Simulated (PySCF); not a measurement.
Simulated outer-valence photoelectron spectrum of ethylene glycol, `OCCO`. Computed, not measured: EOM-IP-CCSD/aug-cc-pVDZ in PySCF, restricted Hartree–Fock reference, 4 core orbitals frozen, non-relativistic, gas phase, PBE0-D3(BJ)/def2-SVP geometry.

Each root has a Gaussian of 0.8 eV full width with its one-hole share as area; cross sections and vibrations are left out, and the highest printed point is 100.

(ionisation energy (eV), intensity): (9.2, 0), (9.4, 1), (9.6, 6), (9.8, 19), (10.0, 42), (10.2, 67), (10.4, 81), (10.6, 84), (10.8, 84), (11.0, 81), (11.2, 66), (11.4, 44), (11.6, 34), (11.8, 44), (12.0, 63), (12.2, 72), (12.4, 65), (12.6, 57), (12.8, 61), (13.0, 71), (13.2, 67), (13.4, 47), (13.6, 27), (13.8, 24), (14.0, 40), (14.2, 67), (14.4, 90), (14.6, 100), (14.8, 97), (15.0, 82), (15.2, 55), (15.4, 31), (15.6, 21), (15.8, 30), (16.0, 53), (16.2, 72), (16.4, 77), (16.6, 76), (16.8, 77), (17.0, 76), (17.2, 61), (17.4, 36), (17.6, 15), (17.8, 5), (18.0, 1), (18.2, 0)

Problem. Where are the maxima, and how many lines lie under the curve?

Solution. 6 maxima, at 10.7, 12.2, 13.1, 14.7, 16.4 and 16.9 eV, from 8 lines. At this width some lines have no maximum of their own.

Problem. List the lines with their holes.

Solution. 
```json
{"E (eV)": "10.35", "leading hole (HF orbital)": "HOMO", "area": "0.95", "Koopmans (eV)": "11.86"}
{"E (eV)": "11.03", "leading hole (HF orbital)": "HOMO-1", "area": "0.95", "Koopmans (eV)": "12.50"}
{"E (eV)": "12.17", "leading hole (HF orbital)": "HOMO-2", "area": "0.96", "Koopmans (eV)": "13.47"}
{"E (eV)": "13.09", "leading hole (HF orbital)": "HOMO-3", "area": "0.95", "Koopmans (eV)": "14.66"}
{"E (eV)": "14.38", "leading hole (HF orbital)": "HOMO-4", "area": "0.95", "Koopmans (eV)": "15.67"}
{"E (eV)": "14.93", "leading hole (HF orbital)": "HOMO-5", "area": "0.95", "Koopmans (eV)": "16.49"}
{"E (eV)": "16.26", "leading hole (HF orbital)": "HOMO-6", "area": "0.95", "Koopmans (eV)": "17.91"}
{"E (eV)": "17.01", "leading hole (HF orbital)": "HOMO-7", "area": "0.95", "Koopmans (eV)": "18.34"}
```

The widest gap, 1.33 eV, lies between 14.93 and 16.26 eV. Only orbitals with −ε under 21 eV, eight at most, were ionised, so the high end of the curve may lack lines.

The values belong to the conformer `[OH:1][CH2:2][CH2:3][OH:4]`: O1–C2–C3–O4 58°, H–O1–C2–C3 -165°, H–O4–C3–C2 -47°.
